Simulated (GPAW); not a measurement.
# BaTiO3 (P4mm) in GPAW: Fermi surface with r2SCAN

Aim: the Fermi surface of BaTiO3 with r2SCAN.

Program: GPAW 26.7.0. These are calculated values, not measurements. Logs are shortened: lines on timing, memory, paths and dates and some standing lists are left out, and cuts for length are marked. The log counts tension as positive stress, the text compression.

### Step 1. The structure

Symmetry: P4mm, No. 99, tetragonal system. Conventional cell: a = 4.000 Å, b = 4.000 Å, c = 4.018 Å, α = 90.00°, β = 90.00°, γ = 90.00°. Ba (site symmetry 4mm) has 12 O at 2.79 to 2.88 Å as nearest neighbours. Ti (site symmetry 4mm) is surrounded by 6 O at 1.89 to 2.13 Å. O (site symmetry 2mm) has 2 Ti at 2.00 Å as nearest neighbours. Around O (site symmetry 4mm) lie 2 Ti at 1.89 to 2.13 Å.

### Step 2. Fermi surface, r2SCAN

Contents of run.py:

```python
import json
import numpy as np
from ase import Atoms
from ase.dft.bandgap import bandgap
from ase.io import write
from ase.units import GPa
from gpaw import GPAW, PW

atoms = Atoms(['Ba', 'Ti', 'O', 'O', 'O'],
              cell=[[3.9998, 0.0, 0.0],
                    [0.0, 3.9998, 0.0],
                    [0.0, 0.0, 4.018]],
              scaled_positions=[[0.0, 0.0, 0.0],
                                [0.5, 0.5, 0.49],
                                [0.0, 0.5, 0.517],
                                [0.5, 0.0, 0.517],
                                [0.5, 0.5, 0.019]],
              pbc=True)

calc = GPAW(mode=PW(800),
            xc='MGGA_X_R2SCAN+MGGA_C_R2SCAN',
            kpts={'size': (5, 5, 5), 'gamma': True},
            occupations={'name': 'fermi-dirac', 'width': 0.05},
            nbands=36,
            convergence={'density': 1e-05, 'energy': 1e-05},
            maxiter=150,
            txt='gpaw.txt')
atoms.calc = calc
energy = atoms.get_potential_energy()
forces = atoms.get_forces()
stress = atoms.get_stress()
calc.write('gs.gpw')
write('result.traj', atoms)
print(f'Energy: {energy:.6f} eV')
print('Forces (eV/A):')
print(forces.round(4))
print('Stress (GPa):', (stress / GPa).round(3))
print('Fermi level:', round(calc.get_fermi_level(), 4), 'eV')
print(f'Gap: {bandgap(calc)[0]:.4f} eV, direct: {bandgap(calc, direct=True)[0]:.4f} eV')

size = (8, 8, 8)
dense = calc.fixed_density(kpts={'size': size, 'gamma': True}, update_fermi_level=True,
                           convergence={'bands': 'CBM+2.0', 'eigenstates': 1e-7}, txt='dense.txt')
ef = dense.get_fermi_level()
index = np.round(dense.get_bz_k_points() * size).astype(int) % size
recip = 2 * np.pi * atoms.cell.reciprocal()
sheets = []
for s, e_kn in enumerate(dense.eigenvalues()):
    for n in range(e_kn.shape[1] - 2):
        if e_kn[:, n].min() < ef < e_kn[:, n].max():
            e = np.empty(size)
            e[tuple(index.T)] = e_kn[dense.get_bz_to_ibz_map(), n] - ef
            de = np.array([(np.roll(e, -1, c) - np.roll(e, 1, c)) * size[c] / 2 for c in range(3)])
            v = np.linalg.norm(np.einsum('vc,cxyz->vxyz', np.linalg.inv(recip), de), axis=0)
            w = np.exp(-(e / 0.1)**2) / (0.1 * np.pi**0.5)
            sheets.append({'spin': s, 'band': n, 'filled': (e < 0).mean(), 'dos': w.mean(), 'bottom': e.min(), 'top': e.max(),
                           'velocity': (w * v).sum() / w.sum() * 1.519267e5, 'slice': e[:, :, 0].round(3).tolist()})
            print(f'spin {s} band {n}: filled share {sheets[-1]["filled"]:.3f}, from {e.min():.3f} to {e.max():.3f} eV,',
                  f'{w.mean():.3f} states/eV, mean velocity {sheets[-1]["velocity"]:.3e} m/s')
print('Fermi level on the dense mesh:', round(ef, 4), 'eV,', len(sheets), 'sheets')
json.dump({'ef': ef, 'sheets': sheets}, open('fermi.json', 'w'))
```

Potentials or basis: GPAW PAW data sets (gpaw-data 1.2.1), pw.

Started as:

```
OMP_NUM_THREADS=1 python run.py
```

gpaw.txt:

```text
__  _  _
 | _ |_)|_||  |
 |__||  | ||/\| - 26.7.0

Input parameters:
  mode=PW(ecut=800.0),
  convergence={'density': 1e-05, 'energy': 1e-05},
  kpts=MonkhorstPack(size=(5, 5, 5), gamma=True),
  maxiter=150,
  nbands=36,
  occupations=Occupations(name='fermi-dirac', width=0.05),
  xc=XC(name='MGGA_X_R2SCAN+MGGA_C_R2SCAN')

Diagonalizing LCAO Hamiltonian
Converting LCAO to pw mode
   .---------.
  /|         |
 * |         |
 |O|         |
 | |  OTi    |
 | .---------.
 |/    O    /
 Ba--------*

Atoms  # Å, Bohr magnetons
|   | symbol |        x |        y |        z |    initial magnetic moments |
|---|--------|----------|----------|----------|-----------------------------|
| 0 |     Ba | 0.000000 | 0.000000 | 0.000000 | ( 0.0000,  0.0000,  0.0000) |
| 1 |     Ti | 1.999900 | 1.999900 | 1.968820 | ( 0.0000,  0.0000,  0.0000) |
| 2 |      O | 0.000000 | 1.999900 | 2.077306 | ( 0.0000,  0.0000,  0.0000) |
| 3 |      O | 1.999900 | 0.000000 | 2.077306 | ( 0.0000,  0.0000,  0.0000) |
| 4 |      O | 1.999900 | 1.999900 | 0.076342 | ( 0.0000,  0.0000,  0.0000) |

Unit cell  # Å
| periodic |        x |        y |        z |  lengths |    angles |
|----------|----------|----------|----------|----------|-----------|
|      yes | 3.999800 | 0.000000 | 0.000000 | 3.999800 | 90.000000 |
|      yes | 0.000000 | 3.999800 | 0.000000 | 3.999800 | 90.000000 |
|      yes | 0.000000 | 0.000000 | 4.018000 | 4.018000 | 90.000000 |

Number of symmetries: 8
Symmetry operations  # r_c * U_cc + t_c -> r_c
|   | kind |            matrix            |
|---|------|------------------------------|
| 0 |  E   |  1, 0, 0,  0, 1, 0,  0, 0, 1 |
| 1 |  σ   |  1, 0, 0,  0,-1, 0,  0, 0, 1 |
| 2 |  σ   |  0, 1, 0,  1, 0, 0,  0, 0, 1 |
| 3 |  C4  |  0, 1, 0, -1, 0, 0,  0, 0, 1 |
| 4 |  C4  |  0,-1, 0,  1, 0, 0,  0, 0, 1 |
| 5 |  σ   |  0,-1, 0, -1, 0, 0,  0, 0, 1 |
| 6 |  σ   | -1, 0, 0,  0, 1, 0,  0, 0, 1 |
| 7 |  C2  | -1, 0, 0,  0,-1, 0,  0, 0, 1 |

BZ-sampling:
  Number of BZ points: 125
  Number of IBZ points: 18

  Monkhorst-Pack size: [5, 5, 5]
  Monkhorst-Pack shift: [0, 0, 0]

K-points  # in reciprocal-cell coordinates
|     |                                coordinates |     weight |
|-----|--------------------------------------------|------------|
|   0 | (  0.00000000,   0.00000000,   0.00000000) | 0.00800000 |
|   1 | (  0.00000000,   0.00000000,   0.20000000) | 0.01600000 |
|   2 | (  0.00000000,   0.00000000,   0.40000000) | 0.01600000 |
|   3 | (  0.20000000,   0.00000000,   0.00000000) | 0.03200000 |
|   4 | (  0.20000000,   0.00000000,   0.20000000) | 0.06400000 |
|   5 | (  0.20000000,   0.00000000,   0.40000000) | 0.06400000 |
|   6 | (  0.20000000,   0.20000000,   0.00000000) | 0.03200000 |
|   7 | (  0.20000000,   0.20000000,   0.20000000) | 0.06400000 |
|   8 | (  0.20000000,   0.20000000,   0.40000000) | 0.06400000 |
|   9 | (  0.40000000,   0.00000000,   0.00000000) | 0.03200000 |
| ... |                                            |            |
|  17 | (  0.40000000,   0.40000000,   0.40000000) | 0.06400000 |

Plane wave coefficients: 3317
Cutoff: 800.0 eV

Spin-components: 1 (collinear spins)
Bands:           36
Projectors:      27
Spin-degeneracy: 2
Datatype:        complex128

Density:
  Valence electrons: 40.0
  Components: 1
  Grid points: [27 27 27]
  Charge: 0.0  # |e|

Potential:
  Grid points: [27 27 27]

species:
  Ba:
    name:    Barium
    Z:       56.0
    valence: 10
    core:    46
    charge:  0.0  # [|e|]
    compensation charges:
      type: gauss
      rc: 0.37  # [Å]
      lmax: 2
    cutoffs:
      filter: 2.06  # [Å]
      core: 2.33  # [Å]
    projectors
    | kind |    occ | energy [eV] | rcut [Å] |
    |------|--------|-------------|----------|
    |   5s |  2.000 |     -33.644 |    1.164 |
    |   6s |  2.000 |      -3.229 |    1.164 |
    |   5p |  6.000 |     -18.744 |    1.164 |
    |    p |        |       0.000 |    1.164 |
    |    d |        |       0.000 |    1.164 |
    |    d |        |      27.211 |    1.164 |

    Using partial waves for Ba as LCAO basis

  Ti:
    name:    Titanium
    Z:       22.0
    valence: 12
    core:    10
    charge:  0.0  # [|e|]
    compensation charges:
      type: gauss
      rc: 0.38  # [Å]
      lmax: 2
    cutoffs:
      filter: 2.23  # [Å]
      core: 1.02  # [Å]
    projectors
    | kind |    occ | energy [eV] | rcut [Å] |
    |------|--------|-------------|----------|
    |   3s |  2.000 |     -62.623 |    1.270 |
    |   4s |  2.000 |      -4.466 |    1.270 |
    |   3p |  6.000 |     -38.862 |    1.058 |
    |   4p |  0.000 |      -1.466 |    1.058 |
    |   3d |  2.000 |      -4.258 |    1.058 |
    |    d |        |      22.953 |    1.058 |

    Using partial waves for Ti as LCAO basis

  O:
    name:    Oxygen
    Z:       8.0
    valence: 6
    core:    2
    charge:  0.0  # [|e|]
    compensation charges:
      type: gauss
      rc: 0.21  # [Å]
      lmax: 2
    cutoffs:
      filter: 1.17  # [Å]
      core: 0.83  # [Å]
    projectors
    | kind |    occ | energy [eV] | rcut [Å] |
    |------|--------|-------------|----------|
    |   2s |  2.000 |     -23.961 |    0.688 |
    |   2p |  4.000 |      -9.029 |    0.598 |
    |    s |        |       3.251 |    0.688 |
    |    p |        |      18.182 |    0.598 |
    |    d |        |       0.000 |    0.619 |

    Using partial waves for O as LCAO basis

Reference energy: -250624.413696  # eV

eigensolver:
  PPCG
  Converge bands: occupied
  niter=2

density mixing:
  MSR1-Mixer
  Pratt-step length: 0.05
  Maximum mixing coefficient: 0.75
  Old densities: 10
  SVD Regularization: 0.005
  Good broyden scale: 1.0
  Trust region scale: 1.0
  Backstep threshold: 4.0
  History deletion threshold: 6.0
  Fourier metric: weight=20.0, sigma=0.015

occupation numbers:
  Fermi-Dirac:
    width: 0.0500  # eV

poisson solver:
  ecut: 6400.0  # eV

xc functional:
  name: MGGA_X_R2SCAN+MGGA_C_R2SCAN with 2 nearest neighbor stencil

convergence criteria:
[... 6 lines left out ...]
|iter     | |      energy | eigst |  dens |
|---------|-|-------------|-------|-------|
|iter:   1| |  -85.406347 | +0.25 |       |
|iter:   2| |  -67.970139 | -1.31 | -0.87 |
|iter:   3| |  -67.271375 | -0.39 | -0.91 |
|iter:   4| |  -64.249987 | -1.10 | -0.94 |
|iter:   5| |  -64.062113 | -2.18 | -1.50 |
|iter:   6| |  -64.086344 | -2.01 | -1.67 |
|iter:   7| |  -64.019508 | -3.07 | -1.91 |
|iter:   8| |  -64.016476 | -3.86 | -2.53 |
|iter:   9| |  -64.016112 | -4.70 | -3.03 |
|iter:  10| |  -64.016108c| -6.39 | -3.68 |
|iter:  11| |  -64.016108c| -7.25 | -4.16 |
|iter:  12| |  -64.016108c| -7.53c| -4.85 |
|iter:  13| |  -64.016108c| -8.40c| -5.39c|

Converged in 13 steps
Energy contributions relative to reference atoms: (reference = -250624.413696)

Energy contributions:
  Kinetic:          28.856023
  Coulomb:         -30.444706
  Zero:             -0.082418
  External:          0.000000
  Xc:              -62.345007
  Entropy:          -0.000000
  Spinorbit:         0.000000
  ----------------------------
  Free energy:     -64.016108
  Extrapolated:    -64.016108

dipole moment: (-35.359368, -35.359368, -33.820653)  # |e|*Ang

Fermi level: 8.314
Eigenvalues  # (at kpt = [0.000, 0.000, 0.000])
| band index |      eig [eV] | occ [0-2] |
|------------|---------------|-----------|
|          0 |       -51.467 |     2.000 |
|        ... |               |           |
|         12 |         4.987 |     2.000 |
|         13 |         4.987 |     2.000 |
|         14 |         6.101 |     2.000 |
|         15 |         6.101 |     2.000 |
|         16 |         6.190 |     2.000 |
|         17 |         7.058 |     2.000 |
[... 8 lines left out ...]
|         26 |        12.997 |     0.000 |
|         27 |        15.652 |     0.000 |
|        ... |               |           |
|         35 |        28.172 |     0.000 |

Gap: 2.340 eV
Transition (v -> c):
  (s=0, k=17, n=19, [0.40, 0.40, 0.40]) -> (s=0, k=0, n=20, [0.00, 0.00, 0.00])
Direct/indirect transitions are different
Direct gap: 2.457 eV
Transition at: (s=0, k=0, n=19, [0.00, 0.00, 0.00])

Forces  # eV/Ang
|        x |       y |        z |
|----------|---------|----------|
|  0.00000 | 0.00000 |  0.07475 |  # Ba   0
| -0.00000 | 0.00000 | -0.13994 |  # Ti   1
| -0.00000 | 0.00000 | -0.13721 |  # O    2
|  0.00000 | 0.00000 | -0.13721 |  # O    3
|  0.00000 | 0.00000 |  0.34582 |  # O    4

Stress tensor  # eV/Ang^3
|         x |         y |         z |
|-----------|-----------|-----------|
| -0.002830 |  0.000000 | -0.000000 |
|  0.000000 | -0.002830 |  0.000000 |
| -0.000000 |  0.000000 | -0.008372 |

# Writing to gs.gpw (mode='')
```

It took 6.7 min on 1 thread of Arm Neoverse V1, shared host; peak memory 0.67 GiB.

Results:

| Quantity | Value |
| --- | --- |
| Free energy | -64.0161 eV |
| Pressure | 0.7 GPa |
| Largest force | 0.346 eV/Å |
| Band gap on the k mesh | 2.34 eV, indirect (least direct gap 2.46 eV) |

Forces in eV/Å, atoms in the order of the input:
```
Ba   0.000  0.000  0.075
Ti   0.000  0.000 -0.140
O    0.000  0.000 -0.137
O    0.000  0.000 -0.137
O    0.000  0.000  0.346
```

Levels at points of the mesh, in eV from the valence-band top:
| k point | band 17 | band 18 | band 19 | band 20 | band 21 | band 22 | band 23 | band 24 |
| --- | --- | --- | --- | --- | --- | --- | --- | --- |
| (0.00, 0.00, 0.00) | -1.01 | -0.14 | -0.12 | -0.12 | 2.34 | 2.54 | 2.54 | 4.45 |

Caveat: the PAW data sets were made with another functional, which shifts forces and pressure a little; spin-orbit coupling is left out, which moves the levels of the heavy elements; an odd mesh through Γ misses points on the zone boundary, where band edges often lie.
